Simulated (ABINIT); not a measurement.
Runs of ABINIT 10.8.3 (patched build) on SnO. The structure is orthorhombic, space group Pmn2_1 (No. 31). The conventional cell has a = 3.355 Å, b = 5.674 Å, c = 4.222 Å, α = 90.00°, β = 90.00°, γ = 90.00°. Sn (site symmetry m) has 3 O at 2.15 to 2.16 Å as nearest neighbours. Around O (site symmetry m) lie 3 Sn at 2.15 to 2.16 Å. The cell comes from a database or a generator and needn't be the stable form of this composition.

| task | level | potentials or basis | cell | k mesh | cutoff (eV) | cell freedom (optcell) | cutoff smearing ecutsm (Ha) | optimiser (ionmov) | force stop (Ha/bohr) | fine-grid cutoff | gap on the mesh (eV) | pressure (GPa) | relaxed volume (Å³/atom) | largest force (eV/Å) |
| --- | --- | --- | --- | --- | --- | --- | --- | --- | --- | --- | --- | --- | --- | --- |
| relaxation of cell and atoms | LDA | JTH PAW LDA v2.0 | relaxed | 7 × 4 × 5 | 626 | 2 | 0.5 | 2 | 0.0001 | 1224.51 eV | 1.36 | 0.0 | 17.35 | - |
| band structure | LDA | JTH PAW LDA v2.0 | as given | 8 × 5 × 6 | 626 | - | - | - | - | 1224.51 eV | 1.47 | -5.8 | - | 0.75 |
| band structure | PBEsol | PseudoDojo NC SR PBEsol v0.4.1 standard | as given | 8 × 5 × 6 | 1143 | - | - | - | - | - | (a) | -2.5 | - | 0.31 |
| relaxation of cell and atoms | PBEsol | PseudoDojo NC SR PBEsol v0.4.1 standard | relaxed | 5 × 3 × 4 | 1143 | 2 | 0.5 | 2 | 0.0001 | - | 1.48 | 0.0 | (b) | - |

Alike in all rows: no spin polarisation; smearing fermi-dirac 0.05 eV.

Task: Estimate the missing entries.

Result: (a) 1.42; (b) 18.16.

Caveats: spin-orbit coupling is left out, which moves the levels of the heavy elements; an odd mesh through Γ misses points on the zone boundary, where band edges often lie (some runs); the mesh misses the band edges, which the band path finds closer together (some runs).

A k mesh can miss the band edges, and the runs leave out spin-orbit coupling on Sn.
